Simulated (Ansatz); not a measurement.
ZrO$_{2}$:
```
ZrO2
1.0
    3.60134     0.00000     0.00000
    0.00000     3.60134     0.00000
    0.00000     0.00000     5.22807
Zr O
2 4
Direct
  0.00000   0.00000   0.00000
  0.50000   0.50000   0.50000
  0.00000   0.50000   0.19679
  0.00000   0.50000   0.69679
  0.50000   0.00000   0.30321
  0.50000   0.00000   0.80321
```

Relaxed with r²SCAN. Special points in fractions of this cell's reciprocal vectors: Γ (0.000, 0.000, 0.000); X (0.000, 0.500, 0.000); M (0.500, 0.500, 0.000); Z (0.000, 0.000, 0.500); R (0.000, 0.500, 0.500); A (0.500, 0.500, 0.500).

List the band energies nearest the valence-band maximum at these points for DFT-r²SCAN in the program Ansatz with PAW potentials.

In eV from the valence-band maximum; about four levels below and three above (degenerate sets whole), none deeper than 8.9 eV; points with the same levels are listed once.

```
k                    below                above
-  -----------------------  -------------------
Γ  -0.72 -0.16 -0.11 -0.11       4.60 5.10 5.78
X  -1.45 -1.45 -0.12 -0.12  4.97 4.97 5.93 5.93
M  -0.81 -0.81 -0.43 -0.43  5.66 5.66 6.00 6.00
Z  -0.57 -0.57 -0.03 -0.03  5.14 5.14 5.76 5.76
R  -1.32 -1.32 -0.86 -0.86  5.07 5.07 5.41 5.41
A  -1.48 -1.48 -0.08 -0.08  5.68 5.68 6.22 6.22
```

Space group P4_2/nmc. This is a known high-temperature phase of the composition, computed here at zero pressure and temperature. Symmetry was held in the r²SCAN relaxation; its stability against distortions is not shown here. No spin polarisation was allowed. Scalar-relativistic: spin–orbit coupling is off unless named, which matters more the heavier the elements.

Potentials: the later of the program's two PAW sets.
